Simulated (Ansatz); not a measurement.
**5 guesses for ScAl3 and where they end**

Method: Ansatz, DFT PBE, scalar-relativistic, plane waves, PAW. Settings: cutoff 420 eV, Γ-centred meshes spaced at most about 0.3 Å⁻¹, and about 0.25 Å⁻¹ or finer for metals (2π included), Gaussian smearing. No spin polarisation in the final relaxations.

Each guess was relaxed in cell and atoms at zero pressure, within the symmetry of its start. Temperature and zero-point effects are left out. Coordination counts all near atoms (those within 1.25 times the shortest distance at each site; a plus sign parts nearer from farther groups).

```tsv
guess	made from	start group	V start (Å³/atom)	end group	V end (Å³/atom)	coordination at the end	gap on mesh (eV)	E over the lowest end (meV/atom)
1	random cell	Fm-3m	15.6	Fm-3m (BiF3 (D0_3))	18.0	Sc 8+6, Al 8+6	0	358
2	a Materials Project cell	I4/mmm	17.9	I4/mmm (TiAl3 (D0_22))	17.8	Sc 12, Al 12	0	90
3	random cell	Immm	18.6	?	?	?	?	?
4	a Materials Project cell	Pm-3m	17.1	Pm-3m (Cu3Au (L1_2))	17.3	Sc 12, Al 12	0	0
5	random cell	P3m1	18.9	P-6m2	30.3	Sc 6, Al 4+2	0	1101
```

Guess 3 as it starts:

```cif
data_structure
_symmetry_space_group_name_H-M 'P 1'
_symmetry_Int_Tables_number 1
_cell_length_a 4.7369
_cell_length_b 4.7369
_cell_length_c 4.7369
_cell_angle_alpha 128.968
_cell_angle_beta 104.027
_cell_angle_gamma 97.397
_cell_volume 74.40
loop_
_atom_site_label
_atom_site_type_symbol
_atom_site_fract_x
_atom_site_fract_y
_atom_site_fract_z
_atom_site_occupancy
Sc1 Sc 0.50000 0.00000 0.50000 1
Al1 Al 0.69765 0.69765 0.00000 1
Al2 Al 0.30235 0.30235 0.00000 1
Al3 Al 0.00000 0.00000 0.00000 1
```

Question: Fill in the missing row: what does this guess relax into, and where does it rank?

Answer: It ends in space group Immm (No. 71), with a = 5.168 Å, b = 5.401 Å, c = 7.664 Å, 26.7 Å³/atom and no gap. It lies 1.06 eV/atom over the lowest end, above guess 1 and below guess 5. Counting all near atoms, this end has Sc 6, Al 4 and the lowest (guess 4) has Sc 12, Al 12.

```
Sc Al
1.0
    -2.58379    2.70070    3.83205
     2.58379   -2.70070    3.83205
     2.58379    2.70070   -3.83205
Sc Al
1 3
Cartesian
  0.0000 2.7007 0.0000
  0.0000 0.0000 5.1567
  0.0000 0.0000 2.5074
  0.0000 0.0000 0.0000
```

Energies over the elements count from the elements' standard structures at the same level, with no fitted energy shifts.

Question: Is the lowest end bound against the elements?

Answer: Yes: its formation energy is −0.45 eV/atom. A negative formation energy is needed for stability but isn't enough: competing phases decide.

With atoms moved at random, Pm-3m came back. Other cells relaxed within their symmetry can be saddle points. Some candidate types were left out of the draw beforehand, so a known form may be missing.

The L1_2 end is the lowest of the five, in agreement with the known structure of ScAl3. Energy rises with volume through every row, but not with falling coordination alone: the D0_3 end has 8+6 near atoms and still lies 358 meV/atom up. The two open networks, at 26.7 and 30.3 Å³/atom, cost most because delocalised metallic bonding gains little from so much empty space.

Packing can't explain the 90 meV/atom between L1_2 and D0_22. Both are ordered close-packed arrangements in which Sc has only Al as nearest neighbours, and they differ first in the second shell. The preference is probably a matter of band filling: hybridisation of Sc d with Al s and p states opens a pseudogap, and the electron count of a group 3 trialuminide suits the cubic stacking, whereas the extra electron in TiAl3 favours D0_22. The negative formation energy fits such strong Sc–Al bonding, though without a density of states the pseudogap argument remains untested here.
